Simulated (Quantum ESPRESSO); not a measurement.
Rh, 1 atom in the cell. Symmetry: Fm-3m, No. 225, cubic system. Conventional cell: a = 3.796 Å, b = 3.796 Å, c = 3.796 Å, α = 90.00°, β = 90.00°, γ = 90.00°. Rh (site symmetry m-3m) has 12 Rh at 2.68 Å as nearest neighbours. 

```yaml
Program: Quantum ESPRESSO 7.5
Task: phonons
Functional: PBE
Potentials_or_basis: GBRV 1.5 PBE
Cutoff: 612 eV
Density_cutoff: 4898 eV
k_mesh: 12 × 12 × 12
Occupations: cold, width 0.2 eV
Spin: no spin polarisation
Mixing_beta: 0.5
Most_SCF_iterations: 120
SCF_threshold: 2e-10 Ry
```

Potentials or basis: GBRV 1.5 PBE.

The run is started by

```bash
$ OMP_NUM_THREADS=1 pw.x -in pw.in > pw.out
$ OMP_NUM_THREADS=1 pw.x -in scf2.in > scf2.out
$ OMP_NUM_THREADS=1 ph.x -in ph.in > ph.out
```

Hardware: 1 thread of AMD EPYC 9R45 96-Core Processor (Zen 5), on a shared host.

Q: How long does it take, and how much memory?

A: It took 89 s on 1 thread of AMD EPYC 9R45 96-Core Processor (Zen 5) (shared host), peak memory 0.09 GiB. Counts: scf iterations 10, k pools 1, bands 13, k points 72, g dense 10777.
